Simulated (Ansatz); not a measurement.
BeTe:

```
CELL_PARAMETERS angstrom
0.00000 2.77000 2.77000
2.77000 0.00000 2.77000
2.77000 2.77000 0.00000
ATOMIC_POSITIONS crystal
Te 0.75000 0.75000 0.75000
Be 0.00000 0.00000 0.00000
```

| Item | Value |
| --- | --- |
| Program | Ansatz 0.2.0 |
| Task | relaxation of cell and atoms |
| Functional | HSE03 |
| Potentials or basis | Ansatz PAW |
| Cutoff | 420 eV (not typed: the program's choice for these potentials) |
| k mesh | 4 × 4 × 4 |
| Occupations | fermi-dirac, width 0.05 eV |
| Spin | no spin polarisation |

At the start: volume 21.25 Å³/atom.

Task: Where does the relaxation end?

Result: It ends after 5 steps and the volume is 22.52 Å³/atom (+6.0 %); space group F-43m (No. 216, to 0.05 Å).

The path:
| step | energy change (eV) | largest force (eV/Å) | volume (Å³) |
| --- | --- | --- | --- |
| 1 | 0.0000 | 0.0000 | 42.51 |
| 2 | -0.0255 | 0.0000 | 45.95 |
| 3 | -0.0289 | 0.0000 | 45.12 |
| 4 | -0.0289 | 0.0000 | 45.04 |
| 5 | -0.0293 | 0.0000 | 45.04 |

Final structure:
```cif
data_structure
_symmetry_space_group_name_H-M 'P 1'
_symmetry_Int_Tables_number 1
_cell_length_a 3.9938
_cell_length_b 3.9938
_cell_length_c 3.9938
_cell_angle_alpha 60.000
_cell_angle_beta 60.000
_cell_angle_gamma 60.000
_cell_volume 45.04
loop_
_atom_site_label
_atom_site_type_symbol
_atom_site_fract_x
_atom_site_fract_y
_atom_site_fract_z
_atom_site_occupancy
Te1 Te 0.75000 0.75000 0.75000 1
Be1 Be 0.00000 0.00000 0.00000 1
```

Caveat: the k mesh is coarse (spacing up to 0.49 Å⁻¹), so the values aren't converged, least of all with exact exchange; the plane-wave basis is chosen anew once the cell has moved, so the energies of steps on either side of that aren't comparable; the PAW data sets come from PBE, with cores solved anew for the run's functional, which leaves a small shift of forces and pressure.
